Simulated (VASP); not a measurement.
# WS2 in VASP: further runs

One slab, WS2, is run at these levels: LDA; tasks: single point.

Program: VASP 6.6.1. These are calculated values, not measurements. Logs are shortened: lines on timing, memory, paths and dates and some standing lists are left out, and cuts for length are marked.

### 1 Starting point

The cell holds a slab with vacuum, 3 atoms: a = 3.184 Å, b = 3.184 Å, c = 15.119 Å, α = 90.00°, β = 90.00°, γ = 120.00°.

### 2 Single point, LDA

INCAR

```
PREC = Accurate
ENCUT = 340
EDIFF = 1E-7
ISMEAR = 0
SIGMA = 0.05
LREAL = F
LASPH = T
NELM = 120
ALGO = Normal
ISIF = 2
LWAVE = F
LCHARG = F
LDIPOL = T
IDIPOL = 3
DIPOL = 0.5 0.5 0.500
GGA = CA
NBANDS = 24
LVHAR = T
LVACPOTAV = T
```

KPOINTS

```
Automatic mesh
0
Gamma
  8 8 1
```

POSCAR

```
WS2
1.0
    3.1835163600      0.0000000000      0.0000000000
   -1.5917581800      2.7570060400      0.0000000000
    0.0000000000      0.0000000000     15.1189236211
S W
2 1
Direct
    0.3333333333      0.6666666667      0.3968536485
    0.3333333333      0.6666666667      0.6031463515
    0.0000000000      0.0000000000      0.5000000000
```

Potentials or basis: VASP PAW LDA potentials, release 64 (S, W_sv).

Launch:

```bash
cat potpaw_LDA.64/S/POTCAR potpaw_LDA.64/W_sv/POTCAR > POTCAR
mpirun -np 1 vasp_std > vasp.out
```

OUTCAR:

```text
PREC = Accurate
   ENCUT = 340
   EDIFF = 1E-7
   ISMEAR = 0
   LREAL = F
   LASPH = T
   NELM = 120
   ISIF = 2
   GGA = CA

 Found     10 irreducible k-points:

 Following reciprocal coordinates:
            Coordinates               Weight
  0.000000  0.000000  0.000000      1.000000
  0.125000  0.000000  0.000000      6.000000
  0.250000  0.000000  0.000000      6.000000
  0.375000  0.000000  0.000000      6.000000
  0.500000  0.000000  0.000000      3.000000
  0.125000  0.125000  0.000000      6.000000
   k-points           NKPTS =     10   k-points in BZ     NKDIM =     10   number of bands    NBANDS=     24
   number of dos      NEDOS =    301   number of ions     NIONS =      3
   total plane-waves  NPLWV =  38400
   dimension x,y,z NGX =    20 NGY =   20 NGZ =   96
   dimension x,y,z NGXF=    40 NGYF=   40 NGZF=  192
   ions per type =               2   1
   NGX,Y,Z   is equivalent  to a cutoff of  10.44, 10.44, 10.56 a.u.
   NGXF,Y,Z  is equivalent  to a cutoff of  20.89, 20.89, 21.11 a.u.
 SYSTEM =  unknown system
   PREC   = accura    normal or accurate (medium, high low for compatibility)
   ISTART =      0    job   : 0-new  1-cont  2-samecut
   ICHARG =      2    charge: 1-file 2-atom 10-const
   ISPIN  =      1    spin polarized calculation?
   LNONCOLLINEAR =      F non collinear calculations
   LSORBIT =      F    spin-orbit coupling
   LASPH  =      T    aspherical Exc in radial PAW
   ENCUT  =  340.0 eV  24.99 Ry    5.00 a.u.   4.79  4.79 22.73*2*pi/ulx,y,z
   NELM   =    120;   NELMIN=  2; NELMDL= -5     # of ELM steps
   EDIFF  = 0.1E-06   stopping-criterion for ELM
   LREAL  =      F    real-space projection
   EDIFFG = 0.1E-05   stopping-criterion for IOM
   NSW    =      0    number of steps for IOM
   IBRION =     -1    ionic relax: 0-MD 1-quasi-New 2-CG
   NFREE  =      0    steps in history (QN), initial steepest desc. (CG)
   ISIF   =      2    stress and relaxation
   ISYM   =      2    0-nonsym 1-usesym 2-fastsym
   POTIM  = 0.5000    time-step for ionic-motion
   TEBEG  =    0.0;   TEEND  =   0.0 temperature during run
   PSTRESS=    0.0 pullay stress
   NELECT =      26.0000    total number of electrons
   NUPDOWN=      -1.0000    fix difference up-down
   EMIN   =  10.00;   EMAX   =-10.00  energy-range for DOS
   EFERMI =   0.00;   METHOD = LEGACY
   ISMEAR =     0;   SIGMA  =   0.05  broadening in eV -4-tet -1-fermi 0-gaus
   EFERMI_NEDOS =   21; number of points for ismear=-14 and -15
   IALGO  =     38    algorithm
   IMIX   =      4    mixing-type and parameters
     AMIX     =   0.40;   BMIX     =  1.00
     AMIX_MAG =   1.60;   BMIX_MAG =  1.00
  volume/ion in A,a.u.               =      44.23       298.50
  Fermi-wavevector in a.u.,A,eV,Ry     =   0.950847  1.796841 12.301168  0.904110
  Thomas-Fermi vector in A             =   2.079262
   LORBIT       =      0    0 simple, 1 ext, 2 COOP (PROOUT), +10 PAW based schemes
   GGA     = CA    functional components
   LHFCALC =     F    Hartree Fock is set to
   AEXX    =    0.0000 exact exchange contribution
   IVDW    =     0    specifies the selected vdW correction
   LEPSILON=     F    determine dielectric tensor
   LRPA    =     F    only Hartree local field effects (RPA)
 non-spin polarized calculation
 Gauss-broadening in eV      SIGMA  =   0.05
  energy-cutoff  :      340.00
  volume of cell :      132.70
 maximum number of plane-waves:      1898
 NGX is ok and might be reduce to    20
   NGX =  9   NGY =  9   NGZ = 45

 number of electron      26.0000002 magnetization

 dipolmoment           0.000000      0.000000      0.000000 electrons x Angstroem

 Free energy of the ion-electron system (eV)
  ---------------------------------------------------
  ext. energy  EPLUGINS =         0.00000000
  ---------------------------------------------------
  free energy    TOTEN  =       -26.11311719 eV

  energy without entropy =      -26.11311719  energy(sigma->0) =      -26.11311719

 E-fermi :  -0.5955     XC(G=0):  -5.1914

 val. band max:       -0.9037833625   @ k =   0.0000   0.0000   0.0000
 cond. band min:       1.1560048141   @ k =   0.3750   0.2500   0.0000
 fundamental gap:      2.0597881767
 Fermi energy:        -0.5955122968

 k-point     1 :       0.0000    0.0000    0.0000
  band No.  band energies     occupation
      1     -74.4375      2.00000
      2     -38.9466      2.00000
      3     -38.7874      2.00000
      4     -38.7874      2.00000
      5     -15.5612      2.00000
      6     -13.8798      2.00000
      7      -7.2093      2.00000
      8      -3.7755      2.00000
      9      -3.7755      2.00000
     10      -2.9388      2.00000
     11      -2.5289      2.00000
     12      -2.5289      2.00000
     13      -0.9038      2.00000
     14       1.9988      0.00000
     15       1.9988      0.00000
     16       2.2013      0.00000
     17       2.2013      0.00000
     18       4.1098      0.00000
     19       4.8009      0.00000
     20       4.9228      0.00000
     21       6.4145      0.00000
     22       7.7518      0.00000
     23       8.4908      0.00000
     24       9.7338      0.00000

 k-point     2 :       0.1250    0.0000    0.0000
  band No.  band energies     occupation
      1     -74.4349      2.00000
      2     -38.9375      2.00000
      3     -38.8383      2.00000
      4     -38.7992      2.00000
      5     -15.3055      2.00000
      6     -13.7892      2.00000
      7      -6.9108      2.00000
      8      -4.3809      2.00000
      9      -3.7091      2.00000
     10      -3.5249      2.00000
     11      -2.9007      2.00000
     12      -2.2026      2.00000
     13      -1.0611      2.00000
     14       1.6773      0.00000
     15       1.8472      0.00000
     16       1.9832      0.00000
     17       2.4454      0.00000
     18       4.7287      0.00000
     19       5.2197      0.00000
     20       5.5808      0.00000
     21       6.7882      0.00000
     22       8.6396      0.00000
     23       8.7624      0.00000
     24       8.7827      0.00000

 k-point     3 :       0.2500    0.0000    0.0000
  band No.  band energies     occupation
      1     -74.4287      2.00000
      2     -38.9593      2.00000
      3     -38.9154      2.00000
      4     -38.8277      2.00000
      5     -14.6283      2.00000
      6     -13.5520      2.00000
      7      -6.3592      2.00000
      8      -5.3556      2.00000
      9      -4.7385      2.00000
     10      -3.5899      2.00000
     11      -2.9114      2.00000
     12      -2.4619      2.00000
     13      -1.7354      2.00000
     14       1.4395      0.00000
     15       1.6727      0.00000
     16       2.2482      0.00000
     17       3.2312      0.00000
     18       5.5397      0.00000
     19       5.9906      0.00000
     20       6.6355      0.00000
     21       7.6156      0.00000
     22       8.1188      0.00000
     23       8.5732      0.00000
     24       9.5872      0.00000

 k-point     4 :       0.3750    0.0000    0.0000
  band No.  band energies     occupation
      1     -74.4226      2.00000
      2     -39.0779      2.00000
      3     -38.8931      2.00000
      4     -38.8560      2.00000
      5     -13.8204      2.00000
      6     -13.2813      2.00000
      7      -6.9284      2.00000
      8      -5.6323      2.00000
      9      -5.2732      2.00000
     10      -4.1218      2.00000
     11      -2.8243      2.00000
     12      -2.3337      2.00000
     13      -2.0676      2.00000
     14       1.7269      0.00000
     15       1.8990      0.00000
     16       2.9208      0.00000
     17       3.7311      0.00000
     18       5.3365      0.00000
     19       6.5837      0.00000
     20       6.5866      0.00000
     21       7.7832      0.00000
     22       8.0822      0.00000
     23       9.4768      0.00000
     24       9.7326      0.00000

 k-point     5 :       0.5000    0.0000    0.0000
  band No.  band energies     occupation
      1     -74.4201      2.00000
      2     -39.1263      2.00000
      3     -38.8839      2.00000
      4     -38.8677      2.00000
      5     -13.4208      2.00000
      6     -13.1560      2.00000
      7      -7.3565      2.00000
      8      -5.9997      2.00000
      9      -5.2811      2.00000
     10      -4.3135      2.00000
     11      -2.9427      2.00000
     12      -2.1289      2.00000
     13      -1.7767      2.00000
     14       1.9164      0.00000
     15       2.3826      0.00000
     16       3.1356      0.00000
     17       3.8744      0.00000
     18       4.1749      0.00000
     19       6.7398      0.00000
     20       7.0188      0.00000
     21       8.2215      0.00000
     22       8.6484      0.00000
     23       9.4793      0.00000
     24       9.8348      0.00000

 k-point     6 :       0.1250    0.1250    0.0000
  band No.  band energies     occupation
      1     -74.4305      2.00000
      2     -38.9218      2.00000
      3     -38.9186      2.00000
      4     -38.8250      2.00000
      5     -14.8373      2.00000
      6     -13.6237      2.00000
      7      -6.4203      2.00000
      8      -5.1532      2.00000
      9      -4.3027      2.00000
     10      -3.7855      2.00000
     11      -3.1817      2.00000
     12      -2.0694      2.00000
     13      -1.4765      2.00000
     14       1.2919      0.00000
     15       1.7749      0.00000
     16       1.8415      0.00000
     17       3.1844      0.00000
     18       5.3777      0.00000
     19       5.7727      0.00000
     20       6.7434      0.00000
     21       7.5794      0.00000
     22       8.2620      0.00000
     23       8.8104      0.00000
     24       9.2781      0.00000

 [... further k-points ...]

------------------------ aborting loop because EDIFF is reached ----------------------------------------

  FORCE on cell =-STRESS in cart. coord.  units (eV):
  Direction    XX          YY          ZZ          XY          YZ          ZX
  --------------------------------------------------------------------------------------
  -------------------------------------------------------------------------------------
  Total       -2.1923087     -2.1923087     -1.1858535      0.0000000      0.0000000      0.0000000
  in kB      -26.4695528    -26.4695528    -14.3177881      0.0000000      0.0000000      0.0000000
  external PRESSURE =     -22.4189646 kB  Pullay stress =       0.0000000 kB

 VOLUME and BASIS-vectors are now :
 -----------------------------------------------------------------------------
  energy-cutoff  :      340.00
  volume of cell :      132.70
      direct lattice vectors                 reciprocal lattice vectors
     3.183516360  0.000000000  0.000000000     0.314118065  0.181356150  0.000000000
    -1.591758180  2.757006040  0.000000000     0.000000000  0.362712299  0.000000000
     0.000000000  0.000000000 15.118923621     0.000000000  0.000000000  0.066142275

 POSITION                                       TOTAL-FORCE (eV/Angst)
 -----------------------------------------------------------------------------------
     -0.00000      1.83800      6.00000         0.000000     -0.000000      0.353726
     -0.00000      1.83800      9.11892         0.000000      0.000000     -0.353726
      0.00000      0.00000      7.55946        -0.000000      0.000000      0.000000
 -----------------------------------------------------------------------------------
    total drift:                               -0.000000      0.000000     -0.000000

  FREE ENERGIE OF THE ION-ELECTRON SYSTEM (eV)
  ---------------------------------------------------
  free  energy   TOTEN  =       -26.1131171888 eV

  energy  without entropy=      -26.1131171888  energy(sigma->0) =      -26.11311719

 vacuum level on the upper side and lower side of the slab         5.078         5.078
```

Wall time 15 s (1 thread of Intel Xeon Platinum 8488C (Sapphire Rapids), shared host); peak memory 0.16 GiB.

The run converged, but some of its settings lie outside the range that counts as converged, so its numbers aren't taken as properties of the slab.

What came out:

```
Free energy                            : -26.1131 eV
Largest force                          : 0.354 eV/Å
Band gap on the k mesh                 : 2.06 eV, indirect (least direct gap 2.24 eV)
Ionisation potential of the upper face : 5.98 eV
```

Caveat: spin-orbit coupling is left out, which moves the levels of the heavy elements.

### 3 Single point, LDA

This run uses another cell than the first one, of 26.68 Å³/atom, 0.603 times its volume.

Changes to INCAR since step 2:

```diff
@@ -1,3 +1,3 @@
 PREC = Accurate
-ENCUT = 340
+ENCUT = 460
 EDIFF = 1E-7
```

KPOINTS

```
Automatic mesh
0
Gamma
  10 10 1
```

POSCAR

```
WS2
1.0
    3.1835163600      0.0000000000      0.0000000000
   -1.5917581800      2.7570060400      0.0000000000
    0.0000000000      0.0000000000      9.1189236211
S W
2 1
Direct
    0.3333333333      0.6666666667      0.3289861967
    0.3333333333      0.6666666667      0.6710138033
    0.0000000000      0.0000000000      0.5000000000
```

Potentials or basis: VASP PAW LDA potentials, release 64 (S, W_sv).

Launch:

```bash
cat potpaw_LDA.64/S/POTCAR potpaw_LDA.64/W_sv/POTCAR > POTCAR
mpirun -np 1 vasp_std > vasp.out
```

Run time: 11 s. Hardware: 1 thread of Intel Xeon Platinum 8488C (Sapphire Rapids), shared host; peak memory 0.16 GiB.

These settings aren't checked as converged: the numbers below hold their error.

Results:

| Item | Value |
| --- | --- |
| Free energy | -26.1102 eV |
| Largest force | 0.358 eV/Å |
| Band gap on the k mesh | 2.03 eV, indirect (least direct gap 2.15 eV) |

Caveat: spin-orbit coupling is left out, which moves the levels of the heavy elements.

### 4 Single point, LDA

This run uses another cell than the first one, of 38.38 Å³/atom, 0.868 times its volume.

Changes to INCAR since step 3:

```diff
@@ -12,5 +12,2 @@
 LCHARG = F
-LDIPOL = T
-IDIPOL = 3
-DIPOL = 0.5 0.5 0.500
 GGA = CA
@@ -19 +16,2 @@
 LVACPOTAV = T
+IDIPOL = 3
```

KPOINTS

```
Automatic mesh
0
Gamma
  8 8 1
```

POSCAR

```
WS2
1.0
    3.1835163600      0.0000000000      0.0000000000
   -1.5917581800      2.7570060400      0.0000000000
    0.0000000000      0.0000000000     13.1189236211
S W
2 1
Direct
    0.3333333333      0.6666666667      0.3811288292
    0.3333333333      0.6666666667      0.6188711708
    0.0000000000      0.0000000000      0.5000000000
```

Launch:

```bash
cat potpaw_LDA.64/S/POTCAR potpaw_LDA.64/W_sv/POTCAR > POTCAR
mpirun -np 1 vasp_std > vasp.out
```

Wall time 15 s (1 thread of Intel Xeon Platinum 8488C (Sapphire Rapids), shared host); peak memory 0.19 GiB.

These settings aren't checked as converged: the numbers below hold their error.

What came out:

* Free energy: -26.1164 eV
* Largest force: 0.357 eV/Å
* Band gap on the k mesh: 2.06 eV, indirect (least direct gap 2.24 eV)

Caveat: spin-orbit coupling is left out, which moves the levels of the heavy elements.

(Continued in part 2 of 2.)
